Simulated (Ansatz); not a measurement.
GaN: relaxation of cell and atoms with PBEsol

The system is GaN.

```xyz
4
Lattice="3.1800 0.0000 0.0000 -1.5900 2.7540 0.0000 0.0000 0.0000 5.1660" Properties=species:S:1:pos:R:3 pbc="T T T"
Ga    1.5900    0.9180    2.5830
Ga    0.0000    1.8360    0.0000
N     1.5900    0.9180    4.5203
N     0.0000    1.8360    1.9373
```

```json
{
  "Program": "Ansatz 0.2.0",
  "Task": "relaxation of cell and atoms",
  "Functional": "PBEsol",
  "Potentials or basis": "all-electron LAPW, scalar-relativistic",
  "Basis error allowed": "0.002 eV/atom",
  "k mesh": "10 × 10 × 5",
  "Occupations": "fermi-dirac, width 0.05 eV",
  "Spin": "no spin polarisation",
  "Target pressure": "5 GPa"
}
```

* Relaxed volume: 11.09 Å³/atom
* Relaxed cell: a = 3.156 Å, b = 3.156 Å, c = 5.143 Å, α = 90.00°, β = 90.00°, γ = 120.00°
* Space group after relaxing (to 0.05 Å): P6_3mc (No. 186)
* Energy change on relaxing (the enthalpy is what falls): +3.7 meV/atom
* Ionic steps: 6
* Pressure after relaxing: 5.0 GPa
* Band gap on the k mesh: 2.06 eV

Step by step:
```csv
step,energy change (eV),largest force (eV/Å),volume (Å³)
1,0.0000,0.1327,45.24
2,0.0068,0.0940,44.69
3,0.0157,0.0344,44.33
4,0.0149,0.0024,44.35
5,0.0148,0.0002,44.36
6,0.0148,0.0002,44.36
```

Final structure:
```xyz
4
Lattice="3.1559 0.0000 0.0000 -1.5780 2.7331 0.0000 0.0000 0.0000 5.1425" Properties=species:S:1:pos:R:3 pbc="T T T"
Ga    1.5780    0.9110    2.5674
Ga    0.0000    1.8221   -0.0039
N     1.5780    0.9110    4.5036
N     0.0000    1.8221    1.9323
```

Run time: 84 s on 2 threads of Arm Neoverse V2, with other jobs on the host, peak memory 0.42 GiB.

Caveat: an odd mesh through Γ misses points on the zone boundary, where band edges often lie.
